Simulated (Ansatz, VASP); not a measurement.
# Fe in VASP and in Ansatz

Contents of POSCAR:

```
Fe
1.0
   -1.4345540696      1.4345540696      1.4345540696
    1.4345540696     -1.4345540696      1.4345540696
    1.4345540696      1.4345540696     -1.4345540696
Fe
1
Direct
    0.0000000000      0.0000000000      0.0000000000
```

The input INCAR.step1:

```
SYSTEM = Fe
ALGO = Normal
EDIFF = 1E-4
ENCUT = 520
GGA = PE
ISMEAR = -1
ISPIN = 2
LASPH = .True.
LCHARG = .False.
LMAXMIX = 4
LREAL = .False.
LWAVE = .True.
MAGMOM = 2.804
NBANDS = 14
NELM = 150
PREC = Accurate
SIGMA = 0.05
```

Contents of INCAR.step2:

```
SYSTEM = Fe
ALGO = Normal
EDIFF = 1E-6
ENCUT = 520
ISIF = 2
ISMEAR = -1
ISPIN = 2
ISTART = 1
LASPH = .True.
LCHARG = .True.
LELF = .True.
LMAXMIX = 4
LMIXTAU = .True.
LORBIT = 11
LREAL = .False.
LVHAR = .True.
LWAVE = .False.
MAGMOM = 2.804
METAGGA = R2SCAN
NBANDS = 14
NELM = 150
PREC = Accurate
SIGMA = 0.05
```

File KPOINTS:

```
k-points
0
Gamma
  7 7 7
  0 0 0
```

Input for Ansatz:

```yaml
crystal:
  lattice:
    - [-1.4345540696, 1.4345540696, 1.4345540696]
    - [1.4345540696, -1.4345540696, 1.4345540696]
    - [1.4345540696, 1.4345540696, -1.4345540696]
  atoms:
    - { symbol: Fe, position: [0.0, 0.0, 0.0], spin: 2.804 }
hamiltonian:
  xc: r2scan
  pseudopotentials:
    kind: paw
    azcp:
      Fe: "pseudopotentials/Fe.paw.azcp"
basis:
  ecutwfc: 500
  fft_grid_basis: typed
kpoints:
  mp_grid: { grid: [7, 7, 7], shift: [0, 0, 0] }
magnetization:
  spin_polarized: true
scf:
  occupations: { method: fermi_dirac, width: 0.05 }
  lower_state_search: "off"
output:
  stress: true
```

Alike in both runs: task single point; functional r2SCAN; k mesh 7 × 7 × 7; occupations fermi-dirac, width 0.05 eV; collinear spin.

|  | VASP | Ansatz |
| --- | --- | --- |
| version | VASP 6.6.1 | Ansatz 0.2.0 |
| potentials or method | VASP PAW PBE potentials, release 64 (Fe) | plane waves (500 eV) with PAW, scalar-relativistic |
| plane-wave cutoff (eV) | 520 | 500 |
| valence electrons in the cell | 8 | 16 |

Ansatz gave:

```
pressure (GPa)                                                : -4.5
net moment per atom (μB)                                      : 2.53
size of the moment on the site where the two differ most (μB) : 2.69
```

Problem. Estimate VASP's values.

Solution. Pressure (GPa): -4.8; net moment per atom (μB): 2.53; size of the moment on the site where the two differ most (μB): 2.60.

Site moments also hang on the region over which each program counts them. The functional is the same, so the differences come from potentials, cutoffs and numerics. The two sets of potentials don't hold the same shells in valence. Ansatz warned: «stability_check_not_made».

Caveats: the k mesh is coarse (spacing up to 0.44 Å⁻¹), so the values aren't converged; the PAW data sets were made with another functional, which shifts forces and pressure a little (VASP).
